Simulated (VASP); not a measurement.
# Ge (Fd-3m) in VASP: settings compared

The runs below take Ge through relaxation of cell and atoms, with r2SCAN, PBEsol, PBE+D3(BJ).

Program: VASP 6.6.1. These are calculated values, not measurements. Logs are shortened: lines on timing, memory, paths and dates and some standing lists are left out, and cuts for length are marked.

## (1) The crystal as given

The structure is cubic, space group Fd-3m (No. 227). The conventional cell has a = 5.677 Å, b = 5.677 Å, c = 5.677 Å, α = 90.00°, β = 90.00°, γ = 90.00°. Ge (site symmetry -43m) is surrounded by 4 Ge at 2.46 Å.

## (2) Relaxation of cell and atoms, r2SCAN

The input, INCAR:

```
PREC = Accurate
ENCUT = 600
EDIFF = 1E-7
ISMEAR = 0
SIGMA = 0.03
LREAL = F
LASPH = T
NELM = 80
ALGO = Normal
ISIF = 3
LWAVE = F
LCHARG = F
METAGGA = R2SCAN
LMIXTAU = T
IBRION = 2
NSW = 90
EDIFFG = -0.005
```

The input, KPOINTS:

```
Automatic mesh
0
Gamma
  10 10 10
```

The input, POSCAR:

```
Ge                                      
1.0
   -0.0000000000      2.8383942277      2.8383942277
    2.8383942277      0.0000000000      2.8383942277
    2.8383942277      2.8383942277     -0.0000000000
  Ge            
     2
Direct
     0.0000000000000000    0.0000000000000000    0.0000000000000000
     0.2500000000000000    0.2500000000000000    0.2500000000000000
```

Potentials or basis: VASP PAW PBE potentials, release 64 (Ge_d).

Launch:

```console
cat potpaw_PBE.64/Ge_d/POTCAR > POTCAR
mpirun -np 1 vasp_std > vasp.out
```

OUTCAR:

```text
PREC = Accurate
   ENCUT = 600
   EDIFF = 1E-7
   ISMEAR = 0
   LREAL = F
   LASPH = T
   NELM = 80
   ISIF = 3
   METAGGA = R2SCAN
   IBRION = 2
   NSW = 90
   EDIFFG = -0.005

 ion  position               nearest neighbor table
   1  0.000  0.000  0.000-   2 2.46   2 2.46   2 2.46   2 2.46
   2  0.250  0.250  0.250-   1 2.46   1 2.46   1 2.46   1 2.46

  LATTYP: Found a face centered cubic cell.
 ALAT       =     5.6767884554

  Lattice vectors:

 A1 = (   0.0000000000,   2.8383942277,   2.8383942277)
 A2 = (   2.8383942277,   0.0000000000,   2.8383942277)
 A3 = (   2.8383942277,   2.8383942277,   0.0000000000)

Analysis of symmetry for initial positions (statically):
=====================================================================
 Subroutine PRICEL returns:
 Original cell was already a primitive cell.

 Routine SETGRP: Setting up the symmetry group for a
 face centered cubic supercell.

 Subroutine GETGRP returns: Found 48 space group operations
 (whereof 24 operations were pure point group operations)
 out of a pool of 48 trial point group operations.

The static configuration has the point symmetry T_d .
 The point group associated with its full space group is O_h .

Analysis of symmetry for dynamics (positions and initial velocities):
=====================================================================
 Subroutine PRICEL returns:
 Original cell was already a primitive cell.

 Routine SETGRP: Setting up the symmetry group for a
 face centered cubic supercell.

 Subroutine GETGRP returns: Found 48 space group operations
 (whereof 24 operations were pure point group operations)
 out of a pool of 48 trial point group operations.

The dynamic configuration has the point symmetry T_d .
 The point group associated with its full space group is O_h .

 Subroutine INISYM returns: Found 48 space group operations
 (whereof 24 operations are pure point group operations),
 and found     1 'primitive' translations

----------------------------------------------------------------------------------------

                                     Primitive cell

  volume of cell :      45.7349

  direct lattice vectors                    reciprocal lattice vectors
     0.000000000  2.838394228  2.838394228    -0.176155939  0.176155939  0.176155939
     2.838394228  0.000000000  2.838394228     0.176155939 -0.176155939  0.176155939
     2.838394228  2.838394228  0.000000000     0.176155939  0.176155939 -0.176155939

  length of vectors
     4.014095612  4.014095612  4.014095612     0.305111036  0.305111036  0.305111036

  position of ions in fractional coordinates (direct lattice)
     0.000000000  0.000000000  0.000000000
     0.250000000  0.250000000  0.250000000

  ion indices of the primitive-cell ions
   primitive index   ion index
                 1           1
                 2           2

----------------------------------------------------------------------------------------

 KPOINTS: Automatic mesh

Automatic generation of k-mesh.
 Grid dimensions read from file:
 generate k-points for:   10   10   10

 Generating k-lattice:

  Cartesian coordinates                     Fractional coordinates (reciprocal lattice)
    -0.017615594  0.017615594  0.017615594     0.100000000  0.000000000  0.000000000
     0.017615594 -0.017615594  0.017615594     0.000000000  0.100000000  0.000000000
     0.017615594  0.017615594 -0.017615594     0.000000000  0.000000000  0.100000000

  Length of vectors
     0.030511104  0.030511104  0.030511104

  Shift w.r.t. Gamma in fractional coordinates (k-lattice)
     0.000000000  0.000000000  0.000000000

 Subroutine IBZKPT returns following result:
 ===========================================

 Found     47 irreducible k-points:

 Following reciprocal coordinates:
            Coordinates               Weight
  0.000000  0.000000  0.000000      1.000000
  0.100000  0.000000  0.000000      8.000000
  0.200000  0.000000  0.000000      8.000000
  0.300000  0.000000  0.000000      8.000000
  0.400000  0.000000  0.000000      8.000000
  0.500000  0.000000  0.000000      4.000000
[... 16 lines left out ...]
  0.300000  0.300000  0.000000      6.000000
  0.400000  0.300000  0.000000     24.000000
 [... further k-points ...]
   k-points           NKPTS =     47   k-points in BZ     NKDIM =     47   number of bands    NBANDS=     18
   number of dos      NEDOS =    301   number of ions     NIONS =      2
   total plane-waves  NPLWV =  32768
   dimension x,y,z NGX =    32 NGY =   32 NGZ =   32
   dimension x,y,z NGXF=    64 NGYF=   64 NGZF=   64
   ions per type =               2
   NGX,Y,Z   is equivalent  to a cutoff of  13.25, 13.25, 13.25 a.u.
   NGXF,Y,Z  is equivalent  to a cutoff of  26.51, 26.51, 26.51 a.u.
 SYSTEM =  unknown system
   PREC   = accura    normal or accurate (medium, high low for compatibility)
   ISTART =      0    job   : 0-new  1-cont  2-samecut
   ICHARG =      2    charge: 1-file 2-atom 10-const
   ISPIN  =      1    spin polarized calculation?
   LNONCOLLINEAR =      F non collinear calculations
   LSORBIT =      F    spin-orbit coupling
   LASPH  =      T    aspherical Exc in radial PAW
   ENCUT  =  600.0 eV  44.10 Ry    6.64 a.u.   8.02  8.02  8.02*2*pi/ulx,y,z
   NELM   =     80;   NELMIN=  2; NELMDL= -5     # of ELM steps
   EDIFF  = 0.1E-06   stopping-criterion for ELM
   LREAL  =      F    real-space projection
   EDIFFG = -.5E-02   stopping-criterion for IOM
   NSW    =     90    number of steps for IOM
   IBRION =      2    ionic relax: 0-MD 1-quasi-New 2-CG
   NFREE  =      1    steps in history (QN), initial steepest desc. (CG)
   ISIF   =      3    stress and relaxation
   ISYM   =      2    0-nonsym 1-usesym 2-fastsym
   POTIM  = 0.5000    time-step for ionic-motion
   TEBEG  =    0.0;   TEEND  =   0.0 temperature during run
   PSTRESS=    0.0 pullay stress
   NELECT =      28.0000    total number of electrons
   NUPDOWN=      -1.0000    fix difference up-down
   EMIN   =  10.00;   EMAX   =-10.00  energy-range for DOS
   EFERMI =   0.00;   METHOD = LEGACY
   ISMEAR =     0;   SIGMA  =   0.03  broadening in eV -4-tet -1-fermi 0-gaus
   EFERMI_NEDOS =   21; number of points for ismear=-14 and -15
   IALGO  =     38    algorithm
   IMIX   =      4    mixing-type and parameters
     AMIX     =   0.40;   BMIX     =  1.00
     AMIX_MAG =   1.60;   BMIX_MAG =  1.00
  volume/ion in A,a.u.               =      22.87       154.32
  Fermi-wavevector in a.u.,A,eV,Ry     =   1.390096  2.626901 26.291448  1.932367
  Thomas-Fermi vector in A             =   2.514064
   LORBIT       =      0    0 simple, 1 ext, 2 COOP (PROOUT), +10 PAW based schemes
   METAGGA = R2SCAN    functional components
   LHFCALC =     F    Hartree Fock is set to
   AEXX    =    0.0000 exact exchange contribution
   IVDW    =     0    specifies the selected vdW correction
   LEPSILON=     F    determine dielectric tensor
   LRPA    =     F    only Hartree local field effects (RPA)
 conjugate gradient relaxation of ions
 non-spin polarized calculation
 Gauss-broadening in eV      SIGMA  =   0.03
  energy-cutoff  :      600.00
  volume of cell :       45.73
 maximum number of plane-waves:      1542
   NGX = 17   NGY = 17   NGZ = 17

 number of electron      28.0000020 magnetization

 Free energy of the ion-electron system (eV)
  ---------------------------------------------------
  ext. energy  EPLUGINS =         0.00000000
  ---------------------------------------------------
  free energy    TOTEN  =       -27.74402181 eV

  energy without entropy =      -27.74402181  energy(sigma->0) =      -27.74402181

 E-fermi :   4.8386     XC(G=0): -10.7670

 val. band max:        4.7027232948   @ k =   0.0000   0.0000   0.0000
 cond. band min:       5.0105845436   @ k =   0.0000   0.0000   0.0000
 fundamental gap:      0.3078612488
 Fermi energy:         4.8385918109

 k-point     1 :       0.0000    0.0000    0.0000
  band No.  band energies     occupation
      1     -20.7774      2.00000
      2     -20.7774      2.00000
      3     -20.7774      2.00000
      4     -20.7387      2.00000
      5     -20.7387      2.00000
      6     -20.5267      2.00000
[... 10 lines left out ...]
     17       7.4123      0.00000
     18       7.4123      0.00000

 k-point     2 :       0.1000    0.0000    0.0000
  band No.  band energies     occupation
      1     -20.7832      2.00000
      2     -20.7832      2.00000
      3     -20.7758      2.00000
      4     -20.7307      2.00000
      5     -20.7307      2.00000
      6     -20.5340      2.00000
[... 10 lines left out ...]
     17       7.7328      0.00000
     18       8.0687      0.00000

 k-point     3 :       0.2000    0.0000    0.0000
  band No.  band energies     occupation
      1     -20.7922      2.00000
      2     -20.7922      2.00000
      3     -20.7714      2.00000
      4     -20.7161      2.00000
      5     -20.7161      2.00000
      6     -20.5450      2.00000
[... 10 lines left out ...]
     17       8.3253      0.00000
     18       9.7866      0.00000

 k-point     4 :       0.3000    0.0000    0.0000
  band No.  band energies     occupation
      1     -20.7985      2.00000
      2     -20.7984      2.00000
      3     -20.7659      2.00000
      4     -20.7041      2.00000
      5     -20.7041      2.00000
      6     -20.5530      2.00000
[... 10 lines left out ...]
     17       8.6767      0.00000
     18      11.6609      0.00000

 k-point     5 :       0.4000    0.0000    0.0000
  band No.  band energies     occupation
      1     -20.8014      2.00000
      2     -20.8014      2.00000
      3     -20.7614      2.00000
      4     -20.6977      2.00000
      5     -20.6977      2.00000
      6     -20.5564      2.00000
[... 10 lines left out ...]
     17       8.7189      0.00000
     18      12.4411      0.00000

 k-point     6 :       0.5000    0.0000    0.0000
  band No.  band energies     occupation
      1     -20.8022      2.00000
      2     -20.8022      2.00000
      3     -20.7597      2.00000
      4     -20.6959      2.00000
      5     -20.6959      2.00000
      6     -20.5571      2.00000
[... 10 lines left out ...]
     17       8.6956      0.00000
     18      12.3506      0.00000

 k-point     7 :       0.1000    0.1000    0.0000
  band No.  band energies     occupation
      1     -20.7833      2.00000
      2     -20.7812      2.00000
      3     -20.7812      2.00000
      4     -20.7328      2.00000
      5     -20.7223      2.00000
      6     -20.5509      2.00000
[... 10 lines left out ...]
     17       8.2780      0.00000
     18       8.2781      0.00000

 k-point     8 :       0.2000    0.1000    0.0000
  band No.  band energies     occupation
      1     -20.7936      2.00000
      2     -20.7877      2.00000
      3     -20.7765      2.00000
      4     -20.7222      2.00000
      5     -20.7064      2.00000
      6     -20.5673      2.00000
[... 10 lines left out ...]
     17       9.0036      0.00000
     18       9.4463      0.00000
[... 229 lines left out ...]
     17      10.4545      0.00000
     18      10.8182      0.00000

 k-point    20 :      -0.4000    0.2000    0.0000
  band No.  band energies     occupation
      1     -20.8228      2.00000
      2     -20.8098      2.00000
      3     -20.7320      2.00000
      4     -20.6772      2.00000
      5     -20.6679      2.00000
      6     -20.5936      2.00000
[... 10 lines left out ...]
     17      10.0827      0.00000
     18      12.4458      0.00000

 k-point    21 :      -0.3000    0.2000    0.0000
  band No.  band energies     occupation
      1     -20.8175      2.00000
      2     -20.8104      2.00000
      3     -20.7352      2.00000
      4     -20.6937      2.00000
      5     -20.6686      2.00000
      6     -20.5878      2.00000
[... 10 lines left out ...]
     17       9.6140      0.00000
     18      11.2327      0.00000

 k-point    22 :      -0.2000    0.2000    0.0000
  band No.  band energies     occupation
      1     -20.8074      2.00000
      2     -20.8069      2.00000
      3     -20.7500      2.00000
      4     -20.7055      2.00000
      5     -20.6815      2.00000
      6     -20.5790      2.00000
[... 10 lines left out ...]
     17       9.2767      0.00000
     18      10.2170      0.00000

 k-point    23 :       0.3000    0.3000    0.0000
  band No.  band energies     occupation
      1     -20.8010      2.00000
      2     -20.8010      2.00000
      3     -20.7780      2.00000
      4     -20.6891      2.00000
      5     -20.6472      2.00000
      6     -20.6374      2.00000
[... 10 lines left out ...]
     17      11.7851      0.00000
     18      11.7852      0.00000

 k-point    24 :       0.4000    0.3000    0.0000
  band No.  band energies     occupation
      1     -20.8115      2.00000
      2     -20.8056      2.00000
      3     -20.7611      2.00000
      4     -20.6735      2.00000
      5     -20.6553      2.00000
      6     -20.6296      2.00000
[... 10 lines left out ...]
     17      11.7880      0.00000
     18      12.3183      0.00000

 [... further k-points ...]
[... 5 lines left out ...]
  --------------------------------------------------------------------------------------
  -------------------------------------------------------------------------------------
  Total        0.0019354      0.0019354      0.0019354      0.0000000      0.0000000      0.0000000
  in kB        0.0677990      0.0677990      0.0677990      0.0000000      0.0000000      0.0000000
  external PRESSURE =       0.0677990 kB  Pullay stress =       0.0000000 kB

 VOLUME and BASIS-vectors are now :
 -----------------------------------------------------------------------------
  energy-cutoff  :      600.00
  volume of cell :       45.73
      direct lattice vectors                 reciprocal lattice vectors
     0.000000000  2.838394228  2.838394228    -0.176155939  0.176155939  0.176155939
     2.838394228  0.000000000  2.838394228     0.176155939 -0.176155939  0.176155939
     2.838394228  2.838394228  0.000000000     0.176155939  0.176155939 -0.176155939

 POSITION                                       TOTAL-FORCE (eV/Angst)
 -----------------------------------------------------------------------------------
      0.00000      0.00000      0.00000        -0.000000     -0.000000     -0.000000
      1.41920      1.41920      1.41920         0.000000      0.000000      0.000000
 -----------------------------------------------------------------------------------
    total drift:                               -0.000000     -0.000000      0.000000

  FREE ENERGIE OF THE ION-ELECTRON SYSTEM (eV)
  ---------------------------------------------------
  free  energy   TOTEN  =       -27.7440218078 eV

  energy  without entropy=      -27.7440218078  energy(sigma->0) =      -27.74402181

 reached required accuracy - stopping structural energy minimisation
```

Wall time 3.1 min (1 thread of Intel Xeon Platinum 8259CL at 2.50GHz (Skylake/Cascade Lake), shared host); peak memory 0.2 GiB.

What came out:

- Free energy: -27.7440 eV
- Pressure after relaxing: 0.0 GPa
- Band gap on the k mesh: 0.31 eV, direct

Final structure:
```
Ge
1.0
     0.00000    2.83839    2.83839
     2.83839    0.00000    2.83839
     2.83839    2.83839    0.00000
Ge
2
Direct
  0.00000 0.00000 0.00000
  0.25000 0.25000 0.25000
```

Levels at points of the mesh, in eV from the valence-band top:
| k point | band 10 | band 11 | band 12 | band 13 | band 14 | band 15 | band 16 | band 17 | band 18 |
| --- | --- | --- | --- | --- | --- | --- | --- | --- | --- |
| (0.00, 0.00, 0.00) | -25.21 | -13.23 | 0.00 | 0.00 | 0.00 | 0.31 | 2.71 | 2.71 | 2.71 |
| (0.50, 0.00, 0.00) | -25.19 | -11.06 | -7.82 | -1.47 | -1.47 | 0.41 | 3.99 | 3.99 | 7.65 |
| (0.50, 0.50, 0.00) | -25.17 | -9.18 | -9.18 | -3.19 | -3.19 | 0.99 | 0.99 | 10.02 | 10.02 |

Caveat: the relaxation stopped at its first step, so nothing moved; the PAW data sets were made with another functional, which shifts forces and pressure a little. r2SCAN opens gaps a little over a GGA but as a rule still falls short of measured ones.

## (3) Relaxation of cell and atoms, PBEsol

This run uses another cell than the first one, of 22.64 Å³/atom, 0.990 times its volume.

The input, INCAR:

```
SYSTEM = Ge
PREC = Accurate
ENCUT = 600
EDIFF = 1E-6
ISMEAR = 0
SIGMA = 0.03
LREAL = .False.
LASPH = .True.
NELM = 80
ALGO = Normal
ISIF = 3
LWAVE = .False.
LCHARG = .False.
GGA = PS
IBRION = 2
NSW = 90
EDIFFG = -0.01
KPAR = 4
```

The input, KPOINTS:

```
regular mesh
0
Gamma
  10 10 10
  0 0 0
```

The input, POSCAR:

```
Ge
1.0
    0.0000000000      2.8289100000      2.8289100000
    2.8289100000      0.0000000000      2.8289100000
    2.8289100000      2.8289100000      0.0000000000
Ge
2
Direct
    0.0000000000      0.0000000000      0.0000000000
    0.2500000000      0.2500000000      0.2500000000
```

Potentials or basis: VASP PAW PBE potentials, release 64 (Ge_d).

Launch:

```console
cat potpaw_PBE.64/Ge_d/POTCAR > POTCAR
mpirun -np 4 vasp_std > vasp.out
```

Run time: 22 s. Hardware: 4 MPI ranks of Intel Xeon Platinum 8259CL at 2.50GHz (Skylake/Cascade Lake), shared host; peak memory 0.2 GiB.

Results (log left out):

```yaml
Free_energy: -9.8714 eV
Relaxed_volume: 22.85 Å³/atom
Relaxed_cell: a = 4.013 Å, b = 4.013 Å, c = 4.013 Å, α = 60.00°, β = 60.00°, γ = 60.00°
Space_group_after_relaxing_to_0.05_Å: Fd-3m (No. 227)
Energy_gained_by_relaxing: 0.4 meV/atom
Ionic_steps: 3
Pressure_after_relaxing: 0.0 GPa
Band_gap_on_the_k_mesh: none (metal or under the smearing width)
```

Step by step:
```csv
step,energy change (eV),largest force (eV/Å),pressure (GPa),volume (Å³)
1,0.0000,0.0000,0.59,45.28
2,-0.0006,0.0000,-0.10,45.83
3,-0.0007,0.0000,-0.02,45.70
```

Final structure:
```
Ge
1.0
     0.00000    2.83760    2.83760
     2.83760    0.00000    2.83760
     2.83760    2.83760    0.00000
Ge
2
Direct
  0.00000 0.00000 0.00000
  0.25000 0.25000 0.25000
```

Levels at points of the mesh, in eV from the Fermi level:
```
           k point  band 11  band 12  band 13  band 14  band 15  band 16  band 17  band 18
(0.00, 0.00, 0.00)   -12.74    -0.10    -0.01    -0.01    -0.01     2.52     2.52     2.52
(0.50, 0.00, 0.00)   -10.66    -7.59    -1.40    -1.40     0.09     3.70     3.70     6.95
(0.50, 0.50, 0.00)    -8.88    -8.88    -3.07    -3.07     0.67     0.67     9.41     9.41
```

Caveat: the PAW data sets were made with another functional, which shifts forces and pressure a little; this crystal is a semiconductor, whose small gap the functional closes, so the metal is an error of the method.

(Continued in part 2 of 3.)
